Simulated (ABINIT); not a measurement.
Rh: equation of state with PBE

**Measured values to compare with.**

From “Thermal equation of state of rhodium characterized by XRD in a resistively heated diamond anvil cell”, 2024, pmc:11535440, for a bulk crystal of Rh: bulk modulus 264 ± 1 GPa.

The system is Rh.

```
CELL_PARAMETERS angstrom
0.00000 1.89785 1.89785
1.89785 0.00000 1.89785
1.89785 1.89785 0.00000
ATOMIC_POSITIONS crystal
Rh 0.00000 0.00000 0.00000
```

| Item | Value |
| --- | --- |
| Program | ABINIT 10.8.3 (patched build) |
| Task | equation of state |
| Functional | PBE |
| Potentials or basis | PseudoDojo NC SR PBE v0.4 stringent |
| Cutoff | 1197 eV |
| k mesh | 12 × 12 × 12 |
| Occupations | fermi-dirac, width 0.05 eV |
| Spin | no spin polarisation |

- Equilibrium volume: 14.06 Å³/atom
- Bulk modulus: 258 GPa
- Pressure derivative of the bulk modulus: 5.2

Energy against volume, from the lowest point:
```csv
volume (Å³/atom),energy (meV/atom)
12.851,99.27
13.125,56.50
13.398,26.64
13.671,8.24
13.945,0.00
14.218,0.78
14.492,9.55
```

It took 2.8 min on 1 thread of Arm Neoverse V1 (shared host), peak memory 0.11 GiB.

Against the measured bulk modulus of Rh, 264 GPa (quoted in “Thermal equation of state of rhodium characterized by XRD in a resistively heated diamond anvil cell”, 2024, pmc:11535440), the calculated 258 GPa is off by -2.1 %. The fit is for a static lattice scaled at fixed shape and fixed fractional positions.

Caveat: pressures at fixed basis lie under the slope of the energies. PBE usually gives volumes a little too large and moduli too small.
